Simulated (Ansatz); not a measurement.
# Si: the cost of one run

Method: DFT PBEsol, scalar-relativistic, plane waves, PAW, and further levels as typed in the inputs, in Ansatz 0.2.0.

## 1. The structure to begin with

It takes space group P2_1/m (No. 11, monoclinic). The conventional cell has a = 7.681 Å, b = 7.681 Å, c = 34.966 Å, α = 90.00°, β = 90.00°, γ = 90.00°. Around Si (site symmetry m) lie 3 Si at 2.43 to 2.65 Å. Around Si (site symmetry m) lie 3 Si at 2.29 to 2.43 Å. Si (site symmetry 1) is surrounded by 3 Si at 2.29 to 2.35 Å. Si (site symmetry 1) is surrounded by 4 Si at 2.35 Å. Only part of the 24 independent sites is listed.

Coordinates:

```
Si
1.0
     7.68059    0.00000    0.00000
     0.00000    7.68059    0.00000
     0.00000    0.00000   34.96625
Si
64
Direct
  0.00000 0.40235 0.20019
  0.50000 0.09765 0.20019
  0.00000 0.09765 0.21878
  0.50000 0.40235 0.21878
  0.25000 0.00000 0.24760
  0.25000 0.50000 0.24760
  0.75000 0.00000 0.24760
  0.75000 0.50000 0.24760
  0.25000 0.25000 0.28643
  0.25000 0.75000 0.28643
  0.75000 0.25000 0.28643
  0.75000 0.75000 0.28643
  0.00000 0.25000 0.32526
  0.00000 0.75000 0.32526
  0.50000 0.25000 0.32526
  0.50000 0.75000 0.32526
  0.00000 0.00000 0.36409
  0.00000 0.50000 0.36409
  0.50000 0.00000 0.36409
  0.50000 0.50000 0.36409
  0.25000 0.00000 0.40292
  0.25000 0.50000 0.40292
  0.75000 0.00000 0.40292
  0.75000 0.50000 0.40292
  0.25000 0.25000 0.44175
  0.25000 0.75000 0.44175
  0.75000 0.25000 0.44175
  0.75000 0.75000 0.44175
  0.00000 0.25000 0.48058
  0.00000 0.75000 0.48058
  0.50000 0.25000 0.48058
  0.50000 0.75000 0.48058
  0.00000 0.00000 0.51942
  0.00000 0.50000 0.51942
  0.50000 0.00000 0.51942
  0.50000 0.50000 0.51942
  0.25000 0.00000 0.55825
  0.25000 0.50000 0.55825
  0.75000 0.00000 0.55825
  0.75000 0.50000 0.55825
  0.25000 0.25000 0.59708
  0.25000 0.75000 0.59708
  0.75000 0.25000 0.59708
  0.75000 0.75000 0.59708
  0.00000 0.25000 0.63591
  0.00000 0.75000 0.63591
  0.50000 0.25000 0.63591
  0.50000 0.75000 0.63591
  0.00000 0.00000 0.67474
  0.00000 0.50000 0.67474
  0.50000 0.00000 0.67474
  0.50000 0.50000 0.67474
  0.25000 0.00000 0.71357
  0.25000 0.50000 0.71357
  0.75000 0.00000 0.71357
  0.75000 0.50000 0.71357
  0.25000 0.25000 0.75240
  0.25000 0.75000 0.75240
  0.75000 0.25000 0.75240
  0.75000 0.75000 0.75240
  0.00000 0.34765 0.78122
  0.50000 0.65235 0.78122
  0.00000 0.65235 0.79981
  0.50000 0.34765 0.79981
```

## 2. Relaxing the atoms: Si64 slab, no spin

The input, input.yaml:

```yaml
crystal:
  lattice:
    - [7.6805938572, 0.0, 0.0]
    - [0.0, 7.6805938572, 0.0]
    - [0.0, 0.0, 34.96625]
  atoms:
    - { symbol: Si, position: [0.0, 0.4023513007, 0.2001930433] }
    - { symbol: Si, position: [0.5, 0.0976486993, 0.2001930433] }
    - { symbol: Si, position: [0.0, 0.0976486993, 0.2187823973] }
    - { symbol: Si, position: [0.5, 0.4023513007, 0.2187823973] }
    - { symbol: Si, position: [0.25, 0.0, 0.2476030458] }
    - { symbol: Si, position: [0.25, 0.5, 0.2476030458] }
    - { symbol: Si, position: [0.75, 0.0, 0.2476030458] }
    - { symbol: Si, position: [0.75, 0.5, 0.2476030458] }
    - { symbol: Si, position: [0.25, 0.25, 0.2864333464] }
    - { symbol: Si, position: [0.25, 0.75, 0.2864333464] }
    - { symbol: Si, position: [0.75, 0.25, 0.2864333464] }
    - { symbol: Si, position: [0.75, 0.75, 0.2864333464] }
    - { symbol: Si, position: [0.0, 0.25, 0.3252636471] }
    - { symbol: Si, position: [0.0, 0.75, 0.3252636471] }
    - { symbol: Si, position: [0.5, 0.25, 0.3252636471] }
    - { symbol: Si, position: [0.5, 0.75, 0.3252636471] }
    - { symbol: Si, position: [0.0, 0.0, 0.3640939477] }
    - { symbol: Si, position: [0.0, 0.5, 0.3640939477] }
    - { symbol: Si, position: [0.5, 0.0, 0.3640939477] }
    - { symbol: Si, position: [0.5, 0.5, 0.3640939477] }
    - { symbol: Si, position: [0.25, 0.0, 0.4029242484] }
    - { symbol: Si, position: [0.25, 0.5, 0.4029242484] }
    - { symbol: Si, position: [0.75, 0.0, 0.4029242484] }
    - { symbol: Si, position: [0.75, 0.5, 0.4029242484] }
    - { symbol: Si, position: [0.25, 0.25, 0.441754549] }
    - { symbol: Si, position: [0.25, 0.75, 0.441754549] }
    - { symbol: Si, position: [0.75, 0.25, 0.441754549] }
    - { symbol: Si, position: [0.75, 0.75, 0.441754549] }
    - { symbol: Si, position: [0.0, 0.25, 0.4805848497] }
    - { symbol: Si, position: [0.0, 0.75, 0.4805848497] }
    - { symbol: Si, position: [0.5, 0.25, 0.4805848497] }
    - { symbol: Si, position: [0.5, 0.75, 0.4805848497] }
    - { symbol: Si, position: [0.0, 0.0, 0.5194151503] }
    - { symbol: Si, position: [0.0, 0.5, 0.5194151503] }
    - { symbol: Si, position: [0.5, 0.0, 0.5194151503] }
    - { symbol: Si, position: [0.5, 0.5, 0.5194151503] }
    - { symbol: Si, position: [0.25, 0.0, 0.558245451] }
    - { symbol: Si, position: [0.25, 0.5, 0.558245451] }
    - { symbol: Si, position: [0.75, 0.0, 0.558245451] }
    - { symbol: Si, position: [0.75, 0.5, 0.558245451] }
    - { symbol: Si, position: [0.25, 0.25, 0.5970757516] }
    - { symbol: Si, position: [0.25, 0.75, 0.5970757516] }
    - { symbol: Si, position: [0.75, 0.25, 0.5970757516] }
    - { symbol: Si, position: [0.75, 0.75, 0.5970757516] }
    - { symbol: Si, position: [0.0, 0.25, 0.6359060523] }
    - { symbol: Si, position: [0.0, 0.75, 0.6359060523] }
    - { symbol: Si, position: [0.5, 0.25, 0.6359060523] }
    - { symbol: Si, position: [0.5, 0.75, 0.6359060523] }
    - { symbol: Si, position: [0.0, 0.0, 0.6747363529] }
    - { symbol: Si, position: [0.0, 0.5, 0.6747363529] }
    - { symbol: Si, position: [0.5, 0.0, 0.6747363529] }
    - { symbol: Si, position: [0.5, 0.5, 0.6747363529] }
    - { symbol: Si, position: [0.25, 0.0, 0.7135666536] }
    - { symbol: Si, position: [0.25, 0.5, 0.7135666536] }
    - { symbol: Si, position: [0.75, 0.0, 0.7135666536] }
    - { symbol: Si, position: [0.75, 0.5, 0.7135666536] }
    - { symbol: Si, position: [0.25, 0.25, 0.7523969542] }
    - { symbol: Si, position: [0.25, 0.75, 0.7523969542] }
    - { symbol: Si, position: [0.75, 0.25, 0.7523969542] }
    - { symbol: Si, position: [0.75, 0.75, 0.7523969542] }
    - { symbol: Si, position: [0.0, 0.3476486993, 0.7812176027] }
    - { symbol: Si, position: [0.5, 0.6523513007, 0.7812176027] }
    - { symbol: Si, position: [0.0, 0.6523513007, 0.7998069567] }
    - { symbol: Si, position: [0.5, 0.3476486993, 0.7998069567] }
scf:
  occupations: { method: gaussian, width: 0.03 }
output:
  forces: true
  stress: false
  write_density: true
  write_potential: true
  elf: true
  volumetric_format: npy
kpoints:
  mp_grid: { grid: [3, 3, 1] }
hamiltonian:
  xc: pbesol
efield:
  axis: 3
  dipole_correction: true
relax:
  f_tol: 0.02
  max_steps: 120
```

On the command line:

```sh
$ ansatz run input.yaml --threads 4 --pin off --max-ram 11776MiB --backend cpu --events-out ev --progress --plain --runs-dir out
```

What time and memory should one allow on 4 threads of Arm Neoverse V1, shared host?

About 6.8 min, with a peak of 7 GiB.
